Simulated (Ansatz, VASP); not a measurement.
## SnSe in VASP and in Ansatz

File INCAR:

```
ALGO = Normal
EDIFF = 1E-6
ENCUT = 520
GGA = PS
ISIF = 2
ISMEAR = 1
LASPH = T
LCHARG = T
LELF = T
LREAL = F
LVHAR = T
LWAVE = F
NBANDS = 17
NELM = 100
PREC = Accurate
SIGMA = 0.1
```

The input KPOINTS:

```
k-points
0
Gamma
  6 6 6
```

File POSCAR:

```
SnSe
1.0
    0.0000000000      3.0100000000      3.0100000000
    3.0100000000      0.0000000000      3.0100000000
    3.0100000000      3.0100000000      0.0000000000
Sn Se
1 1
Direct
    0.0000000000      0.0000000000      0.0000000000
    0.5000000000      0.5000000000      0.5000000000
```

Input for Ansatz:

```yaml
crystal:
  lattice:
    - [0.0, 3.01, 3.01]
    - [3.01, 0.0, 3.01]
    - [3.01, 3.01, 0.0]
  atoms:
    - { symbol: Sn, position: [0.0, 0.0, 0.0] }
    - { symbol: Se, position: [0.5, 0.5, 0.5] }
basis:
  ecutwfc: 500.0
kpoints:
  mp_grid:
    grid: [6, 6, 6]
hamiltonian:
  xc: pbesol
  pseudopotentials:
    kind: paw
scf:
  convergence:
    dr2_threshold: 1.0e-10
  occupations:
    method: methfessel_paxton
output:
  stress: true
```

Measurements of this composition are mostly on another form, of space group No. 62.

Alike in both runs: task single point; functional PBEsol; k mesh 6 × 6 × 6; no spin polarisation.

|  | VASP | Ansatz |
| --- | --- | --- |
| version | VASP 6.6.1 | Ansatz 0.2.0 |
| potentials or method | VASP PAW PBE potentials, release 64 (Sn_d, Se) | plane waves, PAW |
| plane-wave cutoff (eV) | 520 | 500 |
| occupations | methfessel-paxton of order 1, width 0.1 eV | methfessel-paxton of order 1 |
| valence electrons in the cell | 20 | 30 |

|  | VASP | Ansatz | Ansatz less VASP |
| --- | --- | --- | --- |
| pressure (GPa) | -2.3 | -2.3 | -0.01 |

The two sets of potentials don't hold the same shells in valence.

Caveats: the PAW data sets were made with another functional, which shifts forces and pressure a little (VASP). A k mesh can miss the band edges.
